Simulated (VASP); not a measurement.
# I (Immm) in VASP: settings compared

One crystal, I, is run at these levels: r2SCAN, PBEsol; tasks: relaxation of cell and atoms.

All numbers are computed with VASP 6.6.1; they aren't measurements. Logs are shortened: lines on timing, memory, paths and dates and some standing lists are left out, and cuts for length are marked.

**1. The crystal as given**

The structure is orthorhombic, space group Immm (No. 71). The conventional cell has a = 2.908 Å, b = 3.033 Å, c = 5.226 Å, α = 90.00°, β = 90.00°, γ = 90.00°. Around I (site symmetry mmm) lie 4 I at 2.91 to 3.03 Å.

**2. Relaxation of cell and atoms, r2SCAN, target pressure 32 GPa, at which the enthalpy is minimised**

Contents of INCAR:

```
  PREC = Accurate
  ENCUT = 600
  EDIFF = 1E-6
  ISMEAR = 0
  SIGMA = 0.03
  LREAL = F
  LASPH = T
  NELM = 80
  ALGO = Normal
  ISIF = 3
  LWAVE = F
  LCHARG = F
  METAGGA = R2SCAN
  LMIXTAU = T
  IBRION = 2
  NSW = 90
  EDIFFG = -0.01
  PSTRESS = 320.0
```

Contents of KPOINTS:

```
Automatic mesh
0
Gamma
  12 12 12
```

Contents of POSCAR:

```
I
1.0
   -1.4538500000      1.5166500000      2.6130000000
    1.4538500000     -1.5166500000      2.6130000000
    1.4538500000      1.5166500000     -2.6130000000
I
1
Direct
    0.0000000000      0.0000000000      0.0000000000
```

Potentials or basis: VASP PAW PBE potentials, release 64 (I).

Launch:

```sh
$ cat potpaw_PBE.64/I/POTCAR > POTCAR
$ mpirun -np 1 vasp_std > vasp.out
```

OUTCAR:

```text
PREC = Accurate
   ENCUT = 600
   EDIFF = 1E-6
   ISMEAR = 0
   LREAL = F
   LASPH = T
   NELM = 80
   ISIF = 3
   METAGGA = R2SCAN
   IBRION = 2
   NSW = 90
   EDIFFG = -0.01
   PSTRESS = 320.0

 ion  position               nearest neighbor table
   1  0.000  0.000  0.000-

  LATTYP: Found a body centered orthorhombic cell.
 ALAT       =     2.9077000000
 B/A-ratio  =     1.0431956529
 C/A-ratio  =     1.7972968325

  Lattice vectors:

 A1 = (  -1.4538500000,   1.5166500000,   2.6130000000)
 A2 = (   1.4538500000,  -1.5166500000,   2.6130000000)
 A3 = (   1.4538500000,   1.5166500000,  -2.6130000000)

Analysis of symmetry for initial positions (statically):
=====================================================================
 Subroutine PRICEL returns:
 Original cell was already a primitive cell.

 Routine SETGRP: Setting up the symmetry group for a
 body centered orthorhombic supercell.

 Subroutine GETGRP returns: Found  8 space group operations
 (whereof  8 operations were pure point group operations)
 out of a pool of  8 trial point group operations.

The static configuration has the point symmetry D_2h.

Analysis of symmetry for dynamics (positions and initial velocities):
=====================================================================
 Subroutine PRICEL returns:
 Original cell was already a primitive cell.

 Routine SETGRP: Setting up the symmetry group for a
 body centered orthorhombic supercell.

 Subroutine GETGRP returns: Found  8 space group operations
 (whereof  8 operations were pure point group operations)
 out of a pool of  8 trial point group operations.

The dynamic configuration has the point symmetry D_2h.

 Subroutine INISYM returns: Found  8 space group operations
 (whereof  8 operations are pure point group operations),
 and found     1 'primitive' translations

----------------------------------------------------------------------------------------

                                     Primitive cell

  volume of cell :      23.0465

  direct lattice vectors                    reciprocal lattice vectors
    -1.453850000  1.516650000  2.613000000     0.000000000  0.329673952  0.191350938
     1.453850000 -1.516650000  2.613000000     0.343914434  0.000000000  0.191350938
     1.453850000  1.516650000 -2.613000000     0.343914434  0.329673952  0.000000000

  length of vectors
     3.352860875  3.352860875  3.352860875     0.381182497  0.393563615  0.476405345

  position of ions in fractional coordinates (direct lattice)
     0.000000000  0.000000000  0.000000000

  ion indices of the primitive-cell ions
   primitive index   ion index
                 1           1

----------------------------------------------------------------------------------------

 KPOINTS: Automatic mesh

Automatic generation of k-mesh.
 Grid dimensions read from file:
 generate k-points for:   12   12   12

 Generating k-lattice:

  Cartesian coordinates                     Fractional coordinates (reciprocal lattice)
     0.000000000  0.027472829  0.015945911     0.083333333 -0.000000000  0.000000000
     0.028659536  0.000000000  0.015945911     0.000000000  0.083333333  0.000000000
     0.028659536  0.027472829  0.000000000     0.000000000 -0.000000000  0.083333333

  Length of vectors
     0.031765208  0.032796968  0.039700445

  Shift w.r.t. Gamma in fractional coordinates (k-lattice)
     0.000000000  0.000000000  0.000000000

 Subroutine IBZKPT returns following result:
 ===========================================

 Found    280 irreducible k-points:

 Following reciprocal coordinates:
            Coordinates               Weight
  0.000000  0.000000  0.000000      1.000000
  0.083333  0.000000  0.000000      4.000000
  0.166667  0.000000 -0.000000      4.000000
  0.250000  0.000000  0.000000      4.000000
  0.333333  0.000000  0.000000      4.000000
  0.416667  0.000000 -0.000000      4.000000
[... 16 lines left out ...]
  0.250000  0.166667  0.000000      8.000000
  0.333333  0.166667 -0.000000      8.000000
 [... further k-points ...]
[... 39 lines left out ...]

--------------------------------------- Ionic step        1  -------------------------------------------

 number of electron       7.0000000 magnetization

 Free energy of the ion-electron system (eV)
  ---------------------------------------------------
  ext. energy  EPLUGINS =         0.00000000
  ---------------------------------------------------
  free energy    TOTEN  =       -23.28364411 eV

  energy without entropy =      -23.28334536  energy(sigma->0) =      -23.28349474

------------------------ aborting loop because EDIFF is reached ----------------------------------------

  FORCE on cell =-STRESS in cart. coord.  units (eV):
  Direction    XX          YY          ZZ          XY          YZ          ZX
  --------------------------------------------------------------------------------------
  -------------------------------------------------------------------------------------
  Total        5.1084547      4.9253288      5.0700873     -0.0000000      0.0000000      0.0000000
  in kB      355.1368674    342.4060569    352.4695834     -0.0000000      0.0000000      0.0000000
  external PRESSURE =      30.0041692 kB  Pullay stress =     320.0000000 kB
[... 22 lines left out ...]
  enthalpy is  TOTEN    =       -18.6806145183 eV   P V=        4.6030295953

--------------------------------------- Ionic step        2  -------------------------------------------

 number of electron       7.0000000 magnetization

 E-fermi :   9.7334     XC(G=0): -11.2827

 val. band max:        9.7294099429   @ k =  -0.2500   0.3333   0.0833
 cond. band min:       9.7369792765   @ k =  -0.1667   0.3333   0.0000
 fundamental gap:      0.0075693336
 Fermi energy:         9.7333706966

 k-point     1 :       0.0000    0.0000    0.0000
  band No.  band energies     occupation
      1      -7.4169      2.00000
      2      10.8219      0.00000
      3      11.5320      0.00000
      4      12.4017      0.00000
      5      18.2660      0.00000
      6      19.6954      0.00000
      7      20.5989      0.00000
[... 295 lines left out ...]
  FREE ENERGIE OF THE ION-ELECTRON SYSTEM (eV)
  ---------------------------------------------------
  free  energy   TOTEN  =       -23.3812982951 eV

  energy  without entropy=      -23.3809808456  energy(sigma->0) =      -23.38113957

  enthalpy is  TOTEN    =       -18.6851122459 eV   P V=        4.6961860493

[... ionic steps 4 to 9 ...]

--------------------------------------- Ionic step       10  -------------------------------------------

 number of electron       7.0000000 magnetization

------------------------ aborting loop because EDIFF is reached ----------------------------------------

  FORCE on cell =-STRESS in cart. coord.  units (eV):
  Direction    XX          YY          ZZ          XY          YZ          ZX
  --------------------------------------------------------------------------------------
  -------------------------------------------------------------------------------------
  Total        4.6758520      4.6823113      4.6942702     -0.0000000      0.0000000      0.0000000
  in kB      317.5692936    318.0079871    318.8201997     -0.0000000      0.0000000      0.0000000
  external PRESSURE =      -1.8675065 kB  Pullay stress =     320.0000000 kB
[... 59 lines left out ...]
  enthalpy is  TOTEN    =       -18.6872757500 eV   P V=        4.6924237573

--------------------------------------- Ionic step       12  -------------------------------------------

 number of electron       7.0000000 magnetization

 Free energy of the ion-electron system (eV)
  ---------------------------------------------------
  ext. energy  EPLUGINS =         0.00000000
  ---------------------------------------------------
  free energy    TOTEN  =       -23.39358717 eV

  energy without entropy =      -23.39343413  energy(sigma->0) =      -23.39351065

 E-fermi :  10.5053     XC(G=0): -11.4882

 val. band max:       10.4931590432   @ k =   0.4167  -0.4167   0.3333
 cond. band min:      10.5193453402   @ k =   0.0833   0.2500   0.0833
 fundamental gap:      0.0261862971
 Fermi energy:        10.5052530597

 k-point     1 :       0.0000    0.0000    0.0000
  band No.  band energies     occupation
      1      -7.1615      2.00000
      2      11.5007      0.00000
      3      12.4729      0.00000
      4      13.2794      0.00000
      5      18.9152      0.00000
      6      20.1237      0.00000
      7      21.5204      0.00000
[... 258 lines left out ...]
  FREE ENERGIE OF THE ION-ELECTRON SYSTEM (eV)
  ---------------------------------------------------
  free  energy   TOTEN  =       -23.3935871651 eV

  energy  without entropy=      -23.3934341303  energy(sigma->0) =      -23.39351065

  enthalpy is  TOTEN    =       -18.6873842565 eV   P V=        4.7062029086

 reached required accuracy - stopping structural energy minimisation
```

Run time: 21 min. Hardware: 1 thread of Intel Xeon Platinum 8488C (Sapphire Rapids), shared host; peak memory 0.23 GiB.

What came out:

```
Free energy                                            : -23.3936 eV
Relaxed volume                                         : 23.56 Å³/atom
Relaxed cell                                           : a = 3.395 Å, b = 3.395 Å, c = 3.395 Å, α = 128.87°, β = 127.27°, γ = 76.52°
Space group after relaxing (to 0.05 Å)                 : Immm (No. 71)
Energy change on relaxing (the enthalpy is what falls) : -109.9 meV/atom
Ionic steps                                            : 12
Pressure after relaxing                                : 32.0 GPa
Band gap on the k mesh                                 : none (metal or under the smearing width)
```

Step by step:
```
step  energy change (eV)  largest force (eV/Å)  pressure (GPa)  volume (Å³)
   1              0.0000                0.0000           35.00        23.05
   2             -0.2782                0.0000           25.89        24.52
   3             -0.0977                0.0000           31.85        23.51
   4             -0.0958                0.0000           31.95        23.50
   5             -0.1063                0.0000           31.81        23.55
   6             -0.1132                0.0000           31.82        23.58
   7             -0.1245                0.0000           31.88        23.64
   8             -0.1167                0.0000           31.82        23.60
   9             -0.1157                0.0000           31.82        23.59
  10             -0.1154                0.0000           31.81        23.59
  11             -0.0961                0.0000           32.48        23.49
  12             -0.1099                0.0000           32.00        23.56
```

Final structure:
```
CELL_PARAMETERS angstrom
-1.46525 1.50787 2.66621
1.46525 -1.50787 2.66621
1.46525 1.50787 -2.66621
ATOMIC_POSITIONS crystal
I 0.00000 0.00000 0.00000
```

Levels at points of the mesh, in eV from the Fermi level:
| k point | band 1 | band 2 | band 3 | band 4 | band 5 | band 6 | band 7 |
| --- | --- | --- | --- | --- | --- | --- | --- |
| (0.00, 0.00, 0.00) | -17.67 | 1.00 | 1.97 | 2.77 | 8.41 | 9.62 | 11.02 |
| (0.50, 0.00, 0.00) | -14.32 | -8.46 | -1.52 | 2.97 | 5.21 | 10.27 | 11.85 |
| (0.00, 0.50, 0.00) | -13.91 | -8.55 | -1.44 | 2.42 | 5.32 | 9.95 | 10.98 |
| (0.50, 0.50, 0.00) | -11.64 | -7.20 | -4.44 | -1.76 | 2.78 | 4.12 | 15.75 |
| (0.50, 0.50, 0.50) | -14.79 | -8.14 | -0.60 | 0.26 | 5.27 | 6.28 | 21.21 |

Caveat: the cell is relaxed towards a set pressure, so the enthalpy falls and the energy may rise; the PAW data sets were made with another functional, which shifts forces and pressure a little; an odd number of electrons without spin polarisation forces a metal; a magnetic or distorted state may lie lower. Spin-orbit coupling is left out, which matters for the levels of I.

**3. Relaxation of cell and atoms, r2SCAN, target pressure 32 GPa, at which the enthalpy is minimised**

This run uses another cell than the first one, of 23.56 Å³/atom, 1.022 times its volume.

INCAR: that of step 2 with these lines changed.

```diff
@@ -2,3 +2,3 @@
   ENCUT = 600
-  EDIFF = 1E-6
+  EDIFF = 1E-7
   ISMEAR = 0
@@ -16,3 +16,3 @@
   NSW = 90
-  EDIFFG = -0.01
+  EDIFFG = -0.005
   PSTRESS = 320.0
```

KPOINTS is that of step 2.

Contents of POSCAR:

```
I                                       
1.0
   -1.4652542506      1.5078728321      2.6662050968
    1.4652542506     -1.5078728321      2.6662050968
    1.4652542506      1.5078728321     -2.6662050968
  I             
     1
Direct
     0.0000000000000000    0.0000000000000000    0.0000000000000000
```

Potentials or basis: VASP PAW PBE potentials, release 64 (I).

Launch:

```sh
$ cat potpaw_PBE.64/I/POTCAR > POTCAR
$ mpirun -np 1 vasp_std > vasp.out
```

Wall time 3.2 min (1 thread of Intel Xeon Platinum 8488C (Sapphire Rapids), shared host); peak memory 0.21 GiB.

It converged, with:

```yaml
Free_energy: -23.3937 eV
Pressure_after_relaxing: 32.0 GPa
Band_gap_on_the_k_mesh: none (metal or under the smearing width)
```

Final structure:
```
I
1.0
    -1.46525    1.50787    2.66621
     1.46525   -1.50787    2.66621
     1.46525    1.50787   -2.66621
I
1
Cartesian
  0.0000 0.0000 0.0000
```

Levels at points of the mesh, in eV from the Fermi level:
```tsv
k point	band 1	band 2	band 3	band 4	band 5	band 6
(0.00, 0.00, 0.00)	-17.67	1.00	1.97	2.77	8.41	9.62
(0.50, 0.00, 0.00)	-14.32	-8.46	-1.52	2.97	5.21	10.27
(0.00, 0.50, 0.00)	-13.91	-8.55	-1.44	2.42	5.32	9.95
(0.50, 0.50, 0.00)	-11.64	-7.20	-4.44	-1.76	2.78	4.12
(0.50, 0.50, 0.50)	-14.79	-8.14	-0.60	0.26	5.27	6.28
```

Caveat: the relaxation stopped at its first step, so nothing moved; the cell is relaxed towards a set pressure, so the enthalpy falls and the energy may rise; the PAW data sets were made with another functional, which shifts forces and pressure a little; an odd number of electrons without spin polarisation forces a metal; a magnetic or distorted state may lie lower. The run has no spin-orbit coupling, so splittings on I are missing.

**4. Relaxation of cell and atoms, PBEsol**

Contents of INCAR:

```
PREC = Accurate
ENCUT = 600
EDIFF = 1E-6
ISMEAR = 0
SIGMA = 0.03
LREAL = F
LASPH = T
NELM = 80
ALGO = Normal
ISIF = 3
LWAVE = F
LCHARG = F
GGA = PS
IBRION = 2
NSW = 90
EDIFFG = -0.01
```

KPOINTS is that of step 3.

Contents of POSCAR:

```
I
1.0
   -1.4538500000      1.5166500000      2.6130000000
    1.4538500000     -1.5166500000      2.6130000000
    1.4538500000      1.5166500000     -2.6130000000
I
1
Direct
    0.0000000000      0.0000000000      0.0000000000
```

Launch:

```sh
$ cat potpaw_PBE.64/I/POTCAR > POTCAR
$ mpirun -np 1 vasp_std > vasp.out
```

It took 16 min on 1 thread of Intel Xeon Platinum 8375C at 2.90GHz (Ice Lake), shared host; peak memory 0.2 GiB.

Results (log left out):

- Free energy: -1.6787 eV
- Relaxed volume: 38.15 Å³/atom
- Relaxed cell: a = 4.393 Å, b = 4.393 Å, c = 4.393 Å, α = 137.57°, β = 137.57°, γ = 61.56°
- Space group after relaxing (to 0.05 Å): I4/mmm (No. 139)
- Energy gained by relaxing: 775.2 meV/atom
- Ionic steps: 35
- Pressure after relaxing: 0.0 GPa
- Band gap on the k mesh: none (metal or under the smearing width)

The path:
```
step  energy change (eV)  largest force (eV/Å)  pressure (GPa)  volume (Å³)
   1              0.0000                0.0000           28.31        23.05
   2             -0.4708                0.0000           -4.08        39.47
   3             -0.5873                0.0000            0.36        32.07
   4             -0.5874                0.0000            0.01        32.38
   5             -0.6350                0.0000            0.07        32.82
   6             -0.7369                0.0000            2.00        33.78
   7             -0.7602                0.0000           -0.20        37.08
   8             -0.7602                0.0000           -0.86        38.52
   9             -0.7608                0.0000           -0.57        37.84
  10             -0.7677                0.0000           -0.09        38.34
  11             -0.7680                0.0000            0.07        38.45
  12             -0.7706                0.0000           -0.18        38.66
  13             -0.7729                0.0000           -0.41        38.88
  14             -0.7704                0.0000           -0.81        39.30
  15             -0.7739                0.0000           -0.52        39.01
  16             -0.7739                0.0000           -0.56        39.06
  17             -0.7739                0.0000           -0.53        39.03
  18             -0.7742                0.0000           -0.45        38.96
  19             -0.7742                0.0000           -0.48        38.98
  20             -0.7747                0.0000           -0.34        38.84
  21             -0.7751                0.0000           -0.02        38.54
  22             -0.7751                0.0000           -0.03        38.54
  23             -0.7751                0.0000           -0.03        38.53
  24             -0.7751                0.0000           -0.02        38.49
  25             -0.7751                0.0000           -0.01        38.41
  26             -0.7751                0.0000           -0.01        38.24
  27             -0.7752                0.0000           -0.07        38.36
  28             -0.7752                0.0000           -0.02        38.34
  29             -0.7752                0.0000           -0.01        38.30
  30             -0.7752                0.0000            0.02        38.24
  31             -0.7752                0.0000            0.07        38.11
  32             -0.7752                0.0000            0.01        38.17
  33             -0.7752                0.0000            0.04        38.15
  34             -0.7752                0.0000            0.02        38.15
  35             -0.7752                0.0000            0.01        38.15
```

Final structure:
```cif
data_structure
_symmetry_space_group_name_H-M 'P 1'
_symmetry_Int_Tables_number 1
_cell_length_a 4.3930
_cell_length_b 4.3930
_cell_length_c 4.3930
_cell_angle_alpha 137.570
_cell_angle_beta 137.567
_cell_angle_gamma 61.565
_cell_volume 38.15
loop_
_atom_site_label
_atom_site_type_symbol
_atom_site_fract_x
_atom_site_fract_y
_atom_site_fract_z
_atom_site_occupancy
I1 I 0.00000 0.00000 0.00000 1
```

Levels at points of the mesh, in eV from the Fermi level:
```
           k point  band 1  band 2  band 3  band 4  band 5  band 6
(0.00, 0.00, 0.00)  -14.14   -1.85    1.05    1.05    4.47    7.45
(0.50, 0.00, 0.00)  -12.52   -5.50   -1.78    1.99    4.53    9.48
(0.00, 0.50, 0.00)  -12.52   -5.50   -1.78    1.99    4.53    9.48
(0.50, 0.50, 0.00)  -11.05   -4.32   -3.93   -0.59    3.61    5.88
(0.50, 0.50, 0.50)  -13.80   -4.41    0.76    0.77    6.81    7.19
```

Caveat: the volume moved by over 15 % at a fixed basis, so the end points are rough; the PAW data sets were made with another functional, which shifts forces and pressure a little; an odd number of electrons without spin polarisation forces a metal; a magnetic or distorted state may lie lower. The run has no spin-orbit coupling, so splittings on I are missing.
